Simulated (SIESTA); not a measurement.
The system is Te.

```
CELL_PARAMETERS angstrom
4.45400 0.00000 0.00000
-2.22700 3.85728 0.00000
0.00000 0.00000 5.92400
ATOMIC_POSITIONS crystal
Te 0.73100 0.73100 0.00000
Te 0.00000 0.26900 0.66667
Te 0.26900 0.00000 0.33333
```

Base run:

```yaml
Program: SIESTA 5.4.2
Functional: BLYP
Potentials_or_basis: PseudoDojo 0.4 standard (PBE files)
Basis: DZP (energy shift 0.003 Ry; two zetas on semicore shells)
Grid_cutoff: 500 Ry
Energy_shift: 0.003 Ry
k_mesh: 7 × 7 × 5
Occupations: fermi-dirac, width 0.05 eV
Spin: no spin polarisation
```

Its results: pressure 6.4 GPa; largest force 0.665 eV/Å.

**Question.** The run is repeated on the same cell with these changes: functional from BLYP to PBE. What comes out?

**Answer.** Pressure 2.8 GPa; largest force 0.626 eV/Å.

PBE binds more tightly than BLYP, so the same cell stands under less pressure.

Caveats: the basis of atomic orbitals isn't converged, which shifts pressures, moduli and gaps; the potentials were made for another functional, which shifts forces and pressure (some runs).

Not every run made on this cell is shown here.
